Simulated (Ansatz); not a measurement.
## LiF (Griceite) in Ansatz: the effect of exact exchange

Crystal: LiF (Griceite).

```xyz
2
Lattice="0.0000 2.0140 2.0140 2.0140 0.0000 2.0140 2.0140 2.0140 0.0000" Properties=species:S:1:pos:R:3 pbc="T T T"
F     2.0140    2.0140    2.0140
Li    0.0000    0.0000    0.0000
```

Alike in all runs:

* Program: Ansatz 0.2.0
* Task: single point
* Functional: HSE06 form with a typed share of exact exchange
* Potentials or basis: Ansatz PAW
* Cutoff: 420 eV (not typed: the program's choice for these potentials)
* k mesh: 6 × 6 × 6
* Occupations: fermi-dirac, width 0.05 eV
* Spin: no spin polarisation

One run gave: gap on the mesh 11.90 eV; pressure -1.5 GPa. Which exact exchange did it use?
A. 0.2
B. 0.25
C. 0.15
D. 0.3
E. 0.1

D.

```csv
exact exchange,gap on the mesh (eV),pressure (GPa)
0.05,9.55,1.5
0.1,10.01,0.9
0.15,10.48,0.3
0.2,10.95,-0.3
0.25,11.42,-0.9
0.3,11.90,-1.5
```

Caveats: all runs use coarse meshes; the PAW data sets come from PBE, with cores solved anew for the run's functional, which leaves a small shift of forces and pressure; the thresholds are loose for stress.

